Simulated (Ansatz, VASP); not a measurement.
## One calculation of Si (a cell with a defect), two programs

```
Si
1.0
     0.00000    5.43000    5.43000
     5.43000    0.00000    5.43000
     5.43000    5.43000    0.00000
Si
17
Cartesian
  0.0018 0.0047 0.0053
  1.3567 1.3574 1.3576
  2.7078 2.7108 0.0016
  4.0685 4.0728 1.3226
  2.7076 0.0013 2.7111
  4.0684 1.3220 4.0733
  5.4482 2.6898 2.6903
  6.8168 4.0700 4.0704
  0.0002 2.7091 2.7096
  1.3177 4.0716 4.0722
  2.6852 5.4531 2.6885
  4.0669 6.8195 4.0691
  2.6852 2.6880 5.4536
  4.0668 4.0686 6.8201
  5.4437 5.4471 5.4477
  6.7769 6.7825 6.7829
  4.0609 4.0672 4.0677
```

Alike in both runs: functional PBE; k mesh 2 × 2 × 2; occupations gaussian, width 0.02 eV; no spin polarisation.

Ansatz relaxed the structure, and its values are those at the end. VASP's run is a single point on that final structure, the one shown.

```csv
,VASP,Ansatz
version,VASP 6.6.1,Ansatz 0.2.0
potentials or method,"VASP PAW PBE potentials, release 64 (Si)","scalar-relativistic, plane waves, PAW"
plane-wave cutoff (eV),520,420
valence electrons in the cell,68,68
```

|  | VASP | Ansatz | Ansatz less VASP |
| --- | --- | --- | --- |
| rms of the force components (eV/Å) | 0.011 | 0.011 | 0.0000 |

Caveats: the k mesh is coarse (spacing up to 0.50 Å⁻¹), so the values aren't converged.
